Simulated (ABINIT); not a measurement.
# Ir: single point with r2SCAN

Crystal: Ir.

```
Ir
1.0
     0.00000    1.91560    1.91560
     1.91560    0.00000    1.91560
     1.91560    1.91560    0.00000
Ir
1
Cartesian
  0.0000 0.0000 0.0000
```

```
Program             : ABINIT 10.8.3 (patched build)
Task                : single point
Functional          : r2SCAN
Potentials or basis : JTH PAW PBE v2.0
Cutoff              : 544 eV
k mesh              : 16 × 16 × 16
Occupations         : fermi-dirac, width 0.05 eV
Spin                : no spin polarisation
```

```
Pressure                                              : 5.8 GPa
Band gap on the k mesh                                : none (metal or under the smearing width)
Valence electrons inside the program's atomic spheres : Ir 13.65 (radii [1.3286] Å)
```

Levels at points of the mesh, in eV from the Fermi level:
```tsv
k point	band 5	band 6	band 7	band 8	band 9	band 10
(0.00, 0.00, 0.00)	-4.03	-4.03	-4.03	-1.29	-1.29	8.24
(0.50, 0.00, 0.00)	-4.18	-4.18	-0.68	0.96	0.96	7.46
(0.50, 0.50, 0.00)	-7.68	0.87	1.60	1.60	1.81	8.13
```

It took 110 s on 1 thread of Arm Neoverse V1, on a shared host, peak memory 0.12 GiB.

Caveat: the PAW data sets were made with another functional, which shifts forces and pressure a little. The run has no spin-orbit coupling, so splittings on Ir are missing.
